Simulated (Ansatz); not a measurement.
# C: the cost of one run

Computed with Ansatz 0.2.0 (DFT PBE, scalar-relativistic, plane waves, PAW, unless a step's input says otherwise).

72 further runs of the same task are left out: 72 set aside as unsound or not needed.

**1. Starting point**

It takes space group Fd-3m (No. 227, cubic). The conventional cell has a = 3.572 Å, b = 3.572 Å, c = 3.572 Å, α = 90.00°, β = 90.00°, γ = 90.00°. Around C (site symmetry -43m) lie 4 C at 1.55 Å.

Structure file:

```xyz
2
Lattice="0.0000 1.7858 1.7858 1.7858 0.0000 1.7858 1.7858 1.7858 0.0000" Properties=species:S:1:pos:R:3 pbc="T T T"
C     1.7858    1.7858    1.7858
C     2.6788    2.6788    2.6788
```

This cell was relaxed beforehand with the same method: volume 5.70 Å³/atom, gap on the mesh 4.15 eV.

**2. The scan**

The energy is mapped over volume and the cell's shape.

- volume per atom: 11 values from 5.012 to 6.379 Å³
- c/a of the conventional cell: 11 values from 0.886 to 1.128

Nothing else is relaxed (symmetry fixes all fractional coordinates). Energies count from the relaxed crystal. Points are written as (first, second).

**3. The run at (5.012 Å³, 0.976)**

Input file input.yaml:

```yaml
crystal:
  lattice:
    - [0.0, 1.7251389722, 1.6840806647]
    - [1.7251389722, 0.0, 1.6840806647]
    - [1.7251389722, 1.7251389722, 0.0]
  atoms:
    - { symbol: C, position: [0.5, 0.5, 0.5] }
    - { symbol: C, position: [0.75, 0.75, 0.75] }
basis:
  ecutwfc: 520.0
kpoints:
  mp_grid: { grid: [12, 12, 12] }
hamiltonian:
  xc: pbe
  pseudopotentials: { kind: paw, azcp: { folder: soft_1 } }
scf:
  occupations: { method: gaussian, width: 0.05 }
output:
  forces: true
  stress: true
  eigenvalues: true
```

Started as:

```sh
> ansatz run input.yaml --threads 1 --pin off --max-ram 2048MiB --backend cpu --events-out ev --progress --plain --runs-dir out
```

What time and memory should one allow on 1 thread of Arm Neoverse V1, shared host?

About 1.6 s, with a peak of 0.26 GiB.
